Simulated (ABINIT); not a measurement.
The system is Ti.

```
Ti
1.0
     2.95000    0.00000    0.00000
    -1.47500    2.55477    0.00000
     0.00000    0.00000    4.68000
Ti
2
Cartesian
  1.4750 0.8516 3.5100
  0.0000 1.7032 1.1700
```

Program: ABINIT 10.8.3 (patched build). Alike in all runs: task single point; no spin polarisation; cell as given; smearing fermi-dirac 0.05 eV; the mesh is coarse, so values aren't converged. Hardware: 1 thread of Intel(R) Xeon(R) Platinum 8259CL CPU @ 2.50GHz (Skylake/Cascade Lake), on a shared host.

Task: Order these runs on this cell by their wall time, lowest first.
A. level PBEsol; potentials or basis JTH PAW PBE v2.0; k mesh 6 × 6 × 4; cutoff (eV) 408; fine-grid cutoff 816.342 eV
B. level r2SCAN; potentials or basis JTH PAW PBE v2.0; k mesh 6 × 6 × 4; cutoff (eV) 490; fine-grid cutoff 979.61 eV
C. level LDA; potentials or basis JTH PAW LDA v2.0; k mesh 4 × 4 × 2; cutoff (eV) 408; fine-grid cutoff 816.342 eV

Result: C (4.3 s), A (18 s), B (56 s).

Caveats: all runs use coarse meshes.
